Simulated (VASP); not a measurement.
InP:

```
CELL_PARAMETERS angstrom
0.00000 2.93954 2.93954
2.93954 0.00000 2.93954
2.93954 2.93954 0.00000
ATOMIC_POSITIONS crystal
In 0.00000 0.00000 0.00000
P 0.75000 0.75000 0.75000
```

The cell is a database's computed one.

Program: VASP 6.6.1. Alike in all runs: task band structure; potentials or basis VASP PAW PBE potentials, release 64 (In_d, P); no spin polarisation; cell as given; k mesh 10 × 10 × 10; cutoff (eV) 520; smearing gaussian 0.02 eV.

Problem. Order these runs on this cell by their band gap on the k mesh, lowest first.
A. level TB-mBJ
B. level r2SCAN
C. level PBEsol

Solution. C (0.57 eV), B (1.12 eV), A (1.61 eV).

Caveats: spin-orbit coupling is left out, which moves the levels of the heavy elements.

A k mesh can miss the band edges.

Not every run made on this cell is shown here.
